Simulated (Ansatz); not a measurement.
Consider a crystal of BN in space group I4_1md (No. 109), with B on 4a; N on 4a. Recipe of this trial structure of BN: 3-connected net, two elements alternating.

These are results of Ansatz, DFT PBE, scalar-relativistic, plane waves, PAW, not measurements. Cutoff 420 eV, Γ-centred mesh, Gaussian smearing, no spin polarisation.

Formation energies are uncorrected and refer to the elements' standard structures at the same level (N₂ as a molecule).

Question: Predict the relaxed structure.

Answer:

Space group I4_1md (No. 109). a = 2.616 Å, b = 2.616 Å, c = 8.694 Å, α = 90.00°, β = 90.00°, γ = 90.00°
| atom | site | symmetry | x | y | z |
| --- | --- | --- | --- | --- | --- |
| B | 4a | 2mm. | 0.0000 | 0.0000 | 0.0858 |
| N | 4a | 2mm. | 0.0000 | 0.0000 | 0.9142 |

B is surrounded by 3 N at 1.48–1.49 Å; N has 3 B at 1.48–1.49 Å. Another local minimum with the same sites may exist.

Question: And its energy and gap?

Answer: The formation energy is −0.72 eV/atom and the gap on the 24×24×24 mesh of the 4-atom cell is 0 eV (a metal).

The last run used Gaussian smearing of 0.10 eV. A structure relaxed within its symmetry needn't be a true minimum. Another cell of BN relaxed alike, in P2_1/m, lies 278 meV/atom lower, so this cell isn't the stable form at this level.
